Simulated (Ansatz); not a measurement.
# Preparing CdS (P6_3mc) as a host crystal

Before any defect goes in: CdS (P6_3mc) at rest, and how it screens a charge.

Program: Ansatz 0.2.0. Level of theory: plane-wave PAW DFT, r2SCAN; relaxation of the host's cell and atoms; PAW set soft_1, in the first sound run; inputs show where later runs differ. Results are calculated unless marked as measured.

Report form: the programs' logs are mostly left out.

## (1) Set-up

It takes space group P6_3mc (No. 186, hexagonal). The conventional cell has a = 4.169 Å, b = 4.169 Å, c = 6.780 Å, α = 90.00°, β = 90.00°, γ = 120.00°. Nearest to Cd lie 4 S at 2.55 Å. Nearest to S lie 4 Cd at 2.55 Å. Farther neighbours and most contacts between anions are not listed.

## (2) Host cell relaxation

Cell and atoms are relaxed together, until forces and stress fall under their thresholds.

The input, cell/input.yaml:

```yaml
crystal:
  lattice:
    - [4.1688381, 0.0, 0.0]
    - [-2.084419, 3.6103197, 0.0]
    - [0.0, 0.0, 6.7796174]
  atoms:
    - { symbol: Cd, position: [0.66666667, 0.33333333, 0.50022437] }
    - { symbol: Cd, position: [0.33333333, 0.66666667, 0.00022437] }
    - { symbol: S, position: [0.66666667, 0.33333333, 0.87677563] }
    - { symbol: S, position: [0.33333333, 0.66666667, 0.37677563] }
basis:
  ecutwfc: 500
  xc_grid: 2
hamiltonian:
  xc: r2scan
  pseudopotentials: { kind: paw, azcp: { folder: soft_1 } }
kpoints:
  mp_grid: { grid: [8, 8, 4] }
scf:
  occupations: { method: fixed }
  max_iter: 100
relax:
  f_tol: 0.005
  max_steps: 60
  cell: {}
output:
  forces: true
  stress: true
checkpoint:
  write: "../cell.run"
  compress: false
  write_wavefunctions: false
  write_every: 100000
```

Command:

```console
$ ansatz run input.yaml --threads 32 --pin off --max-ram 56524MiB --backend cuda --events-out ev --progress --plain --runs-dir out --max-vram 78GiB
```

Run time: 2.1 s. Hardware: 1 × NVIDIA GB200 with 32 threads of Arm Neoverse V2, shared host; peak memory 1.1 GiB.

Relaxation path:

| step | energy less that of the first step (eV) | largest force component (eV/Å) | pressure (GPa) | volume (Å³) |
| --- | --- | --- | --- | --- |
| 1 | 0.0000 | 0.0064 | -0.22 | 102.04 |
| 2 | -0.0004 | 0.0031 | 0.03 | 101.62 |
| 3* | -0.0003 | 0.0031 | 0.03 | 101.62 |

Relaxation steps marked * repeat the geometry before them on a plane-wave basis chosen anew for their cell, so energy and pressure can jump there.

The run keeps the 12 symmetry operations that it works with, so distortions that break them were not tested.

| conventional cell, symmetrised | before | after | change |
| --- | --- | --- | --- |
| a (Å) | 4.169 | 4.164 | -0.1 % |
| b (Å) | 4.169 | 4.164 | -0.1 % |
| c (Å) | 6.780 | 6.768 | -0.2 % |
| volume (Å³/atom) | 25.51 | 25.40 | -0.4 % |

Numbers from this step:

| Property | Result |
| --- | --- |
| pressure | 0.02561 GPa |

The cell shrank by 0.4 % in volume.

## (3) Dielectric tensors of the host

The response to a uniform electric field gives the electronic dielectric tensor.

This step: plane-wave PAW DFPT, PBEsol; dielectric tensors, Born charges and zone-centre modes of the host; PAW set soft_1 (Ansatz 0.2.0).

The input, eps/input.yaml:

```yaml
crystal:
  lattice:
    - [4.163892714, -2.88e-08, 0.0]
    - [-2.081946332, 3.6060368833, 0.0]
    - [0.0, 0.0, 6.7675079654]
  atoms:
    - { symbol: Cd, position: [0.6666666667, 0.3333333333, 0.5001052249] }
    - { symbol: Cd, position: [0.3333333333, 0.6666666667, 0.0001052249] }
    - { symbol: S, position: [0.6666666667, 0.3333333333, 0.8768947751] }
    - { symbol: S, position: [0.3333333333, 0.6666666667, 0.3768947751] }
basis:
  ecutwfc: 420
hamiltonian:
  xc: pbesol
  pseudopotentials: { kind: paw, azcp: { folder: soft_1 }, xc_functional: pbe }
kpoints:
  mp_grid: { grid: [7, 7, 4] }
scf:
  occupations: { method: fixed }
  max_iter: 100
phonons:
  method: dfpt
  dielectric: true
  rigid_motions: translations
```

It took 10 s on 1 × NVIDIA GB200 with 32 threads; peak memory 2.4 GiB; 83 s of CPU time.

Electronic dielectric tensor:

```
6.29 0.00 0.00
0.00 6.29 0.00
0.00 0.00 6.38
```

Static dielectric tensor:

```
 9.82  0.00  0.00
 0.00  9.82  0.00
 0.00  0.00 10.49
```

The principal values of the electronic dielectric tensor are 6.29, 6.29 and 6.38. The principal values of the static dielectric tensor are 9.82, 9.82 and 10.49.

## (4) Primitive cell on a dense mesh

A dense mesh gives the host's converged energy, against which the supercell's sampling is tested.

This step: plane-wave PAW DFT, r2SCAN; single point of the host's primitive cell on a dense mesh; PAW set soft_1 (Ansatz 0.2.0).

The input, dense/input.yaml:

```yaml
crystal:
  lattice:
    - [4.163892714, -2.88e-08, 0.0]
    - [-2.081946332, 3.6060368833, 0.0]
    - [0.0, 0.0, 6.7675079654]
  atoms:
    - { symbol: Cd, position: [0.6666666667, 0.3333333333, 0.5001052249] }
    - { symbol: Cd, position: [0.3333333333, 0.6666666667, 0.0001052249] }
    - { symbol: S, position: [0.6666666667, 0.3333333333, 0.8768947751] }
    - { symbol: S, position: [0.3333333333, 0.6666666667, 0.3768947751] }
basis:
  ecutwfc: 500
  xc_grid: 2
hamiltonian:
  xc: r2scan
  pseudopotentials: { kind: paw, azcp: { folder: soft_1 } }
kpoints:
  mp_grid: { grid: [8, 8, 4] }
scf:
  occupations: { method: fermi_dirac, width: 0.01 }
  max_iter: 80
```

Wall time 1.3 s (1 × NVIDIA GB200 with 32 threads); peak memory 1.1 GiB; 2.5 s of CPU time.

## (5) Self-consistent run

This step: plane-wave PAW DFT, r2SCAN; single point of the defect-free supercell, a test of its k-points; PAW set soft_1 (Ansatz 0.2.0).

System of this step: CdS (P6_3mc). The cell holds 72 atoms: 36 Cd and 36 S. Cell: a = 12.492 Å, b = 12.492 Å, c = 13.535 Å, α = 90.0°, β = 90.0°, γ = 120.0°.

The input, pristine.sampling/input.yaml:

```yaml
crystal:
  lattice:
    - [12.4916781419, -8.65e-08, 0.0]
    - [-6.245838996, 10.81811065, 0.0]
    - [0.0, 0.0, 13.5350159308]
  atoms:
    - { symbol: Cd, position: [0.2222222222, 0.1111111111, 0.2500526124] }
    - { symbol: Cd, position: [0.1111111111, 0.2222222222, 5.26124e-05] }
    - { symbol: S, position: [0.2222222222, 0.1111111111, 0.4384473876] }
    - { symbol: S, position: [0.1111111111, 0.2222222222, 0.1884473876] }
    - { symbol: Cd, position: [0.2222222222, 0.1111111111, 0.7500526124] }
    - { symbol: Cd, position: [0.1111111111, 0.2222222222, 0.5000526124] }
    - { symbol: S, position: [0.2222222222, 0.1111111111, 0.9384473876] }
    - { symbol: S, position: [0.1111111111, 0.2222222222, 0.6884473876] }
    - { symbol: Cd, position: [0.2222222222, 0.4444444444, 0.2500526124] }
    - { symbol: Cd, position: [0.1111111111, 0.5555555556, 5.26124e-05] }
    - { symbol: S, position: [0.2222222222, 0.4444444444, 0.4384473876] }
    - { symbol: S, position: [0.1111111111, 0.5555555556, 0.1884473876] }
    - { symbol: Cd, position: [0.2222222222, 0.4444444444, 0.7500526124] }
    - { symbol: Cd, position: [0.1111111111, 0.5555555556, 0.5000526124] }
    - { symbol: S, position: [0.2222222222, 0.4444444444, 0.9384473876] }
    - { symbol: S, position: [0.1111111111, 0.5555555556, 0.6884473876] }
    - { symbol: Cd, position: [0.2222222222, 0.7777777778, 0.2500526124] }
    - { symbol: Cd, position: [0.1111111111, 0.8888888889, 5.26124e-05] }
    - { symbol: S, position: [0.2222222222, 0.7777777778, 0.4384473876] }
    - { symbol: S, position: [0.1111111111, 0.8888888889, 0.1884473876] }
    - { symbol: Cd, position: [0.2222222222, 0.7777777778, 0.7500526124] }
    - { symbol: Cd, position: [0.1111111111, 0.8888888889, 0.5000526124] }
    - { symbol: S, position: [0.2222222222, 0.7777777778, 0.9384473876] }
    - { symbol: S, position: [0.1111111111, 0.8888888889, 0.6884473876] }
    - { symbol: Cd, position: [0.5555555556, 0.1111111111, 0.2500526124] }
    - { symbol: Cd, position: [0.4444444444, 0.2222222222, 5.26124e-05] }
    - { symbol: S, position: [0.5555555556, 0.1111111111, 0.4384473876] }
    - { symbol: S, position: [0.4444444444, 0.2222222222, 0.1884473876] }
    - { symbol: Cd, position: [0.5555555556, 0.1111111111, 0.7500526124] }
    - { symbol: Cd, position: [0.4444444444, 0.2222222222, 0.5000526124] }
    - { symbol: S, position: [0.5555555556, 0.1111111111, 0.9384473876] }
    - { symbol: S, position: [0.4444444444, 0.2222222222, 0.6884473876] }
    - { symbol: Cd, position: [0.5555555556, 0.4444444444, 0.2500526124] }
    - { symbol: Cd, position: [0.4444444444, 0.5555555556, 5.26124e-05] }
    - { symbol: S, position: [0.5555555556, 0.4444444444, 0.4384473876] }
    - { symbol: S, position: [0.4444444444, 0.5555555556, 0.1884473876] }
    - { symbol: Cd, position: [0.5555555556, 0.4444444444, 0.7500526124] }
    - { symbol: Cd, position: [0.4444444444, 0.5555555556, 0.5000526124] }
    - { symbol: S, position: [0.5555555556, 0.4444444444, 0.9384473876] }
    - { symbol: S, position: [0.4444444444, 0.5555555556, 0.6884473876] }
    - { symbol: Cd, position: [0.5555555556, 0.7777777778, 0.2500526124] }
    - { symbol: Cd, position: [0.4444444444, 0.8888888889, 5.26124e-05] }
    - { symbol: S, position: [0.5555555556, 0.7777777778, 0.4384473876] }
    - { symbol: S, position: [0.4444444444, 0.8888888889, 0.1884473876] }
    - { symbol: Cd, position: [0.5555555556, 0.7777777778, 0.7500526124] }
    - { symbol: Cd, position: [0.4444444444, 0.8888888889, 0.5000526124] }
    - { symbol: S, position: [0.5555555556, 0.7777777778, 0.9384473876] }
    - { symbol: S, position: [0.4444444444, 0.8888888889, 0.6884473876] }
    - { symbol: Cd, position: [0.8888888889, 0.1111111111, 0.2500526124] }
    - { symbol: Cd, position: [0.7777777778, 0.2222222222, 5.26124e-05] }
    - { symbol: S, position: [0.8888888889, 0.1111111111, 0.4384473876] }
    - { symbol: S, position: [0.7777777778, 0.2222222222, 0.1884473876] }
    - { symbol: Cd, position: [0.8888888889, 0.1111111111, 0.7500526124] }
    - { symbol: Cd, position: [0.7777777778, 0.2222222222, 0.5000526124] }
    - { symbol: S, position: [0.8888888889, 0.1111111111, 0.9384473876] }
    - { symbol: S, position: [0.7777777778, 0.2222222222, 0.6884473876] }
    - { symbol: Cd, position: [0.8888888889, 0.4444444444, 0.2500526124] }
    - { symbol: Cd, position: [0.7777777778, 0.5555555556, 5.26124e-05] }
    - { symbol: S, position: [0.8888888889, 0.4444444444, 0.4384473876] }
    - { symbol: S, position: [0.7777777778, 0.5555555556, 0.1884473876] }
    - { symbol: Cd, position: [0.8888888889, 0.4444444444, 0.7500526124] }
    - { symbol: Cd, position: [0.7777777778, 0.5555555556, 0.5000526124] }
    - { symbol: S, position: [0.8888888889, 0.4444444444, 0.9384473876] }
    - { symbol: S, position: [0.7777777778, 0.5555555556, 0.6884473876] }
    - { symbol: Cd, position: [0.8888888889, 0.7777777778, 0.2500526124] }
    - { symbol: Cd, position: [0.7777777778, 0.8888888889, 5.26124e-05] }
    - { symbol: S, position: [0.8888888889, 0.7777777778, 0.4384473876] }
    - { symbol: S, position: [0.7777777778, 0.8888888889, 0.1884473876] }
    - { symbol: Cd, position: [0.8888888889, 0.7777777778, 0.7500526124] }
    - { symbol: Cd, position: [0.7777777778, 0.8888888889, 0.5000526124] }
    - { symbol: S, position: [0.8888888889, 0.7777777778, 0.9384473876] }
    - { symbol: S, position: [0.7777777778, 0.8888888889, 0.6884473876] }
basis:
  ecutwfc: 500
  xc_grid: 2
hamiltonian:
  xc: r2scan
  pseudopotentials: { kind: paw, azcp: { folder: soft_1 } }
kpoints:
  mp_grid: { grid: [1, 1, 1], shift: [0.25, 0.25, 0.25] }
scf:
  occupations: { method: fermi_dirac, width: 0.01 }
  max_iter: 80
```

Run time: 1.9 s. Hardware: 1 × NVIDIA GB200 with 32 threads; peak memory 1.5 GiB; 4.5 s of CPU time.

This step gave:

| Item | Value |
| --- | --- |
| energy over dense mesh | -0.01097 eV/atom |

## (6) Defect free supercell relaxed from its symmetric sites

This cell, the one that will hold the defects, is built from the relaxed host. Its coarser k-points can move the atoms a little, so it is relaxed from the symmetric sites, as the reference for the test of stability.

This step: plane-wave PAW DFT, r2SCAN; relaxation of the defect-free supercell from its symmetric sites; PAW set soft_1 (Ansatz 0.2.0).

pristine.symmetric/input.yaml, as its differences from pristine.sampling/input.yaml of step 5:

```diff
@@ -89 +89,12 @@
   max_iter: 80
+output:
+  forces: true
+relax:
+  f_tol: 0.01
+  max_steps: 60
+  escape_saddle: false
+checkpoint:
+  write: "../pristine.symmetric.run"
+  compress: false
+  write_wavefunctions: false
+  write_every: 100000
```

Run time: 3.5 s. Hardware: 1 × NVIDIA GB200 with 32 threads; peak memory 1.6 GiB; 8.9 s of CPU time.

Hardly anything moved in the relaxation; the energy changed by under 0.2 meV an atom.

## (7) Defect free supercell relaxed from displaced atoms

This step: plane-wave PAW DFT, r2SCAN; relaxation of the defect-free supercell from random displacements, a test of the host's stability; PAW set soft_1 (Ansatz 0.2.0).

pristine.rattled/input.yaml, as its differences from pristine.symmetric/input.yaml of step 6:

```diff
@@ -93,6 +93,6 @@
   f_tol: 0.01
-  max_steps: 60
-  escape_saddle: false
+  max_steps: 120
+  random_displacement: { amplitude: 0.08, seed: 8759 }
 checkpoint:
-  write: "../pristine.symmetric.run"
+  write: "../pristine.rattled.run"
   compress: false
```

The job ended after 6.8 s (1 × NVIDIA GB200 with 32 threads; peak memory 1.5 GiB; 22 s of CPU time).

Step by step:

| step | energy less that of the first step (eV) | largest force component (eV/Å) |
| --- | --- | --- |
| 1 | 0.0000 | 1.0613 |
| 2 | -1.2662 | 0.3689 |
| 3 | -1.4277 | 0.0113 |
| 4 | -1.4277 | 0.0114 |
| 5 | -1.4279 | 0.0151 |
| 6 | -1.4278 | 0.0124 |
| 7 | -1.4286 | 0.0031 |

Relaxation step 6 was tried and not accepted.

The atoms that moved most (Å, from the sites as typed, ahead of the random displacement, the mean shift of all atoms taken out):

| atom | dx | dy | dz | length |
| --- | --- | --- | --- | --- |
| Cd65 | 0.009 | -0.007 | -0.002 | 0.011 |
| Cd57 | 0.009 | -0.007 | -0.002 | 0.011 |
| Cd30 | -0.009 | 0.006 | -0.002 | 0.011 |
| Cd26 | -0.009 | 0.007 | -0.002 | 0.011 |
| Cd49 | 0.008 | -0.007 | -0.002 | 0.011 |
| Cd6 | -0.008 | 0.006 | -0.002 | 0.011 |
| Cd46 | -0.009 | 0.006 | -0.002 | 0.011 |
| Cd69 | 0.008 | -0.006 | -0.002 | 0.011 |

The relaxation ends 20 meV an atom lower than the displaced start, with a largest force component of 0.0031 eV/Å.

## (8) Results

| Quantity | Value |
| --- | --- |
| primitive cell vectors, lengths | 4.164, 4.164, 6.768 Å |
| electronic dielectric constant | principal values (6.29, 6.29, 6.38) |
| static dielectric constant | principal values (9.82, 9.82, 10.49) |
| gap on the k-mesh of the response run (PBEsol) | 1.03 eV |
| supercell relaxed in its symmetry less the displaced and relaxed one | 0.001 eV |
| energy an atom at one point at (¼, ¼, ¼) less that on the dense mesh | -0.011 eV |

What this shows: Step 7: The energy fell by 1.429 eV from the randomly displaced start; against the sites as typed, Cd65 ends farthest off, by 0.01 Å, once the mean shift is taken out. The displaced cell ends within 0.01 eV of the symmetric one relaxed in its symmetry, so no lower structure shows in this supercell. The k-mesh can miss the band edges, so this gap is an upper bound at this level. All at zero temperature.

[Logs are printed without paths, hosts, clocks, repeated set-up lines and the standing remarks that a program may print on its own settings, such as how far it seeks lower states.]

[Hosts, paths, dates, database ids (printed as entryN), source tags and the programs' standing remarks are cut or masked in the printed files.]

[Runs of the host that timed out are not shown.]

[For some hosts the program warned that the k-mesh of the response run may be too coarse for force constants and the static dielectric constant; such warnings are not always shown.]

[The program warned that the k-mesh of a response run behind this text may be too coarse: force constants, and the static dielectric constant and all else formed from them, are not shown converged.]
